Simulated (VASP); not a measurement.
These are PBEsol GGA, VASP's PBE PAW potentials (set 64) (plane waves; VASP) values and carry that method's errors.

A VASP calculation is set up with these files.

POSCAR:
```
ZnTe
1
    0.0000000000     3.0318846614     3.0318846614
    3.0318846614     0.0000000000     3.0318846614
    3.0318846614     3.0318846614     0.0000000000
Zn Te
1 1
Direct
  0.0000000000   0.0000000000   0.0000000000
  0.2500000000   0.2500000000   0.2500000000
```

### INCAR
```
! general
SYSTEM  = ZnTe
PREC    = Accurate
ENCUT   = 400
LREAL   = .False.   ! projection in real space or not
LASPH   = .True.
ICHARG  = 11   ! fixed density

! electronic loop
EDIFF   = 1E-7
NELM    = 100   ! most electronic steps
ALGO    = Normal
LMAXMIX = 4   ! l cut-off of mixed one-centre charges

! smearing
ISMEAR  = 0
SIGMA   = 0.05   ! width (eV)

! functional
GGA     = PS

! output
LWAVE   = .False.
LCHARG  = .False.
LORBIT  = 11   ! lm-projected
```

### KPOINTS
```
k-points along high-symmetry lines
15
Line-mode
Reciprocal
  0.000000   0.000000   0.000000 ! GAMMA
 -0.500000  -0.500000   0.000000 ! X

 -0.500000  -0.500000   0.000000 ! X
 -0.375000  -0.375000   0.250000 ! U

 -0.375000  -0.000000   0.375000 ! K
  0.000000   0.000000   0.000000 ! GAMMA

  0.000000   0.000000   0.000000 ! GAMMA
 -0.000000  -0.000000   0.500000 ! L

 -0.000000  -0.000000   0.500000 ! L
 -0.500000  -0.250000   0.250000 ! W

 -0.500000  -0.250000   0.250000 ! W
 -0.500000  -0.500000   0.000000 ! X
```

POTCAR, in this order: Zn Te (PBE.64 set). Program: vasp_std. Read from the step before: CHGCAR.

Output of the run:

File OUTCAR:
```
 ion  position               nearest neighbor table
   1  0.000  0.000  0.000-   2 2.63   2 2.63   2 2.63   2 2.63
   2  0.250  0.250  0.250-   1 2.63   1 2.63   1 2.63   1 2.63
  LATTYP: Found a face centered cubic cell.
 ALAT       =     6.0637693228
 Subroutine PRICEL returns:
 Original cell was already a primitive cell.
 Subroutine GETGRP returns: Found 24 space group operations
The static configuration has the point symmetry T_d .
The dynamic configuration has the point symmetry T_d .
 Subroutine INISYM returns: Found 24 space group operations
   k-points           NKPTS =     90   k-points in BZ     NKDIM =     90   number of bands    NBANDS=     13
   number of dos      NEDOS =    301   number of ions     NIONS =      2
   total plane-waves  NPLWV =  21952
   dimension x,y,z NGX =    28 NGY =   28 NGZ =   28
   dimension x,y,z NGXF=    56 NGYF=   56 NGZF=   56
   ions per type =               1   1
   PREC   = accura    normal or accurate (medium, high low for compatibility)
   ISTART =      0    job   : 0-new  1-cont  2-samecut
   ICHARG =     11    charge: 1-file 2-atom 10-const
   ISPIN  =      1    spin polarized calculation?
   LNONCOLLINEAR =      F non collinear calculations
   LSORBIT =      F    spin-orbit coupling
   INIWAV =      1    electr: 0-lowe 1-rand  2-diag
   ENCUT  =  400.0 eV  29.40 Ry    5.42 a.u.   6.99  6.99  6.99*2*pi/ulx,y,z
...
```

### OSZICAR
```
       N       E                     dE             d eps       ncg     rms          rms(c)
DAV:   1     0.712607891447E+02    0.71261E+02   -0.74519E+03  2340   0.122E+03
DAV:   2    -0.831129076581E+00   -0.72092E+02   -0.69059E+02  2570   0.237E+02
DAV:   3    -0.468749058372E+01   -0.38564E+01   -0.38377E+01  2925   0.560E+01
DAV:   4    -0.473729534177E+01   -0.49805E-01   -0.49794E-01  3032   0.644E+00
DAV:   5    -0.473804294335E+01   -0.74760E-03   -0.74758E-03  2802   0.607E-01
DAV:   6    -0.473807265011E+01   -0.29707E-04   -0.29707E-04  3406   0.914E-02
DAV:   7    -0.473807296483E+01   -0.31472E-06   -0.31469E-06  2615   0.657E-03
DAV:   8    -0.473807297957E+01   -0.14737E-07   -0.14775E-07  2129   0.106E-03
   1 F= -.47380730E+01 E0= -.47380730E+01  d E =-.740057E-16
```

**OUTCAR**
```
 val. band max:        3.2563099387   @ k =   0.0000   0.0000   0.0000

 cond. band min:       4.5023762674   @ k =   0.0000   0.0000   0.0000



 k-point     1 :       0.0000    0.0000    0.0000
  band No.  band energies     occupation
      1      -8.6853      2.00000
      2      -3.7218      2.00000
      3      -3.7218      2.00000
      4      -3.7218      2.00000
      5      -3.4776      2.00000
      6      -3.4776      2.00000
      7       3.2563      2.00000
      8       3.2563      2.00000
      9       3.2563      2.00000
     10       4.5024      0.00000
     11       7.5885      0.00000
     12       7.5885      0.00000
     13       7.5885      0.00000

 k-point     2 :      -0.0357   -0.0357    0.0000
  band No.  band energies     occupation
      1      -8.6730      2.00000
      2      -3.7219      2.00000
      3      -3.7202      2.00000
      4      -3.7202      2.00000
      5      -3.4783      2.00000
      6      -3.4773      2.00000
      7       3.0437      2.00000
      8       3.2089      2.00000
      9       3.2089      2.00000
     10       4.7167      0.00000
     11       7.5128      0.00000
     12       7.6564      0.00000
     13       7.6564      0.00000

 k-point     3 :      -0.0714   -0.0714    0.0000
  band No.  band energies     occupation
      1      -8.6363      2.00000
      2      -3.7221      2.00000
      3      -3.7156      2.00000
      4      -3.7156      2.00000
      5      -3.4802      2.00000
      6      -3.4764      2.00000
      7       2.6100      2.00000
      8       3.0759      2.00000
      9       3.0759      2.00000
     10       5.1494      0.00000
     11       7.3209      0.00000
     12       7.8503      0.00000
     13       7.8503      0.00000

 k-point     4 :      -0.1071   -0.1071    0.0000
  band No.  band energies     occupation
      1      -8.5762      2.00000
      2      -3.7220      2.00000
      3      -3.7077      2.00000
      4      -3.7077      2.00000
...
```

The density is held fixed in this step, so its total energy and stress have no physical meaning. Unless said otherwise, spin-orbit coupling is left out, though it shifts the bands of the heavy elements here.

The structure was generated: ZnTe was put into the zinc blende type (F-43m), which need not be its known phase. It was relaxed first.
